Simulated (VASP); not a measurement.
# RbCl: relaxation of the atoms with PBE

Crystal: RbCl.

```
CELL_PARAMETERS angstrom
0.00000 3.33104 3.33104
3.33104 0.00000 3.33104
3.33104 3.33104 0.00000
ATOMIC_POSITIONS crystal
Rb 0.00000 0.00000 0.00000
Cl 0.50000 0.50000 0.50000
```

The cell isn't the ideal one: a relaxed cell with its volume scaled by 0.98.

```json
{
  "Program": "VASP 6.6.1",
  "Task": "relaxation of the atoms",
  "Functional": "PBE",
  "Potentials or basis": "VASP PAW PBE potentials, release 64 (Rb_pv, Cl)",
  "Cutoff": "300 eV",
  "k mesh": "4 × 4 × 4",
  "Occupations": "gaussian, width 0.03 eV",
  "Spin": "no spin polarisation",
  "Further INCAR settings": "ALGO = Normal; EDIFF = 1e-07; IBRION = 2; EDIFFG = -0.01; NSW = 40"
}
```

| Quantity | Value |
| --- | --- |
| Pressure after relaxing | 0.3 GPa |
| Band gap on the k mesh | 4.87 eV, direct |

Final structure:
```cif
data_structure
_symmetry_space_group_name_H-M 'P 1'
_symmetry_Int_Tables_number 1
_cell_length_a 4.7108
_cell_length_b 4.7108
_cell_length_c 4.7108
_cell_angle_alpha 60.000
_cell_angle_beta 60.000
_cell_angle_gamma 60.000
_cell_volume 73.92
loop_
_atom_site_label
_atom_site_type_symbol
_atom_site_fract_x
_atom_site_fract_y
_atom_site_fract_z
_atom_site_occupancy
Rb1 Rb 0.00000 0.00000 0.00000 1
Cl1 Cl 0.50000 0.50000 0.50000 1
```

Levels at points of the mesh, in eV from the valence-band top:
```csv
k point,band 5,band 6,band 7,band 8,band 9,band 10
"(0.00, 0.00, 0.00)",0.00,0.00,0.00,4.87,7.96,7.96
"(0.50, 0.00, 0.00)",-0.82,-0.31,-0.31,7.63,7.83,10.02
"(0.50, 0.50, 0.00)",-0.33,-0.11,-0.11,6.22,7.89,9.52
```

Run time: 4.7 s on 1 thread of Intel(R) Xeon(R) Platinum 8488C (Sapphire Rapids), on a shared host, peak memory 0.15 GiB.

Caveat: the cutoff is under 1.25 times the usual one of these potentials, so pressure, stress and relaxed cells hold a basis-set (Pulay) error; the relaxation stopped at its first step, so nothing moved.
